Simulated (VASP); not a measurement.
**Pt: equation of state with PBEsol**

The system is Pt.

```
Pt
1.0
    -1.58422    1.58422    1.58422
     1.58422   -1.58422    1.58422
     1.58422    1.58422   -1.58422
Pt
1
Cartesian
  0.0000 0.0000 0.0000
```

This isn't the form of Pt at room conditions, which is fcc.

```json
{
 "Program": "VASP 6.6.1",
 "Task": "equation of state",
 "Functional": "PBEsol",
 "Potentials or basis": "VASP PAW PBE potentials, release 64 (Pt)",
 "Cutoff": "520 eV",
 "k mesh": "12 × 12 × 12",
 "Occupations": "fermi-dirac, width 0.05 eV",
 "Spin": "no spin polarisation"
}
```

| Quantity | Value |
| --- | --- |
| Equilibrium volume | 15.18 Å³/atom |
| Bulk modulus | 279 GPa |
| Pressure derivative of the bulk modulus | 5.4 |

Energy against volume, from the lowest point:
| volume (Å³/atom) | energy (meV/atom) |
| --- | --- |
| 14.950 | 2.75 |
| 15.268 | 0.00 |
| 15.586 | 8.46 |
| 15.904 | 26.72 |
| 16.222 | 53.52 |
| 16.540 | 87.78 |
| 16.858 | 128.53 |

All runs of the series together: 57 s on 1 thread of Intel(R) Xeon(R) Platinum 8375C CPU @ 2.90GHz (Ice Lake) (shared host).

Caveat: the PAW data sets were made with another functional, which shifts forces and pressure a little. Spin-orbit coupling is left out, which matters for the levels of Pt.
